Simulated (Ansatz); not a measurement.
**How far is this LiF from the hull?**

Level of theory: DFT PBE, scalar-relativistic, plane waves, PAW in Ansatz. Settings: cutoff 420 eV, Γ-centred meshes spaced at most about 0.3 Å⁻¹ (2π included), Gaussian smearing. No spin polarisation.

Formation energies are uncorrected and refer to the elements' standard structures at the same level (F₂ as a molecule).

Temperature and zero-point effects are left out.

The competitors are the elements and 1 reference phase of this chemical system (from databases or known types: LiF), relaxed at the same level; other known phases may be missing.

The candidate was reached from: thin slice cut from a crystal along (100). Only a and b repeat, and vacuum parts the sheet from its images along c.

```cif
data_structure
_symmetry_space_group_name_H-M 'P 1'
_symmetry_Int_Tables_number 1
_cell_length_a 2.6968
_cell_length_b 2.6968
_cell_length_c 23.8000
_cell_angle_alpha 90.000
_cell_angle_beta 90.000
_cell_angle_gamma 90.000
_cell_volume 173.09
loop_
_atom_site_label
_atom_site_type_symbol
_atom_site_fract_x
_atom_site_fract_y
_atom_site_fract_z
_atom_site_occupancy
Li1 Li 0.50000 0.50000 0.29412 1
F1 F 0.00000 0.00000 0.29412 1
```

Task: Is it stable, and against what?

Result: Not the lowest form: another structure of the same formula lies lower. Its formation energy is -2.828 eV/atom. The lowest competing phase at this composition is this:

| phase | space group | source | share of atoms | ΔE_f (eV/atom) |
| --- | --- | --- | --- | --- |
| LiF | P6_3mc (No. 186) | Materials Project | 1.0000 | -2.953 |

The candidate lies 125 meV/atom above this phase (124 meV/atom from unrounded values). Checks: imaginary modes on a 2×2×1 q mesh (to 85i cm⁻¹). So it is a saddle point, neither stable nor metastable.
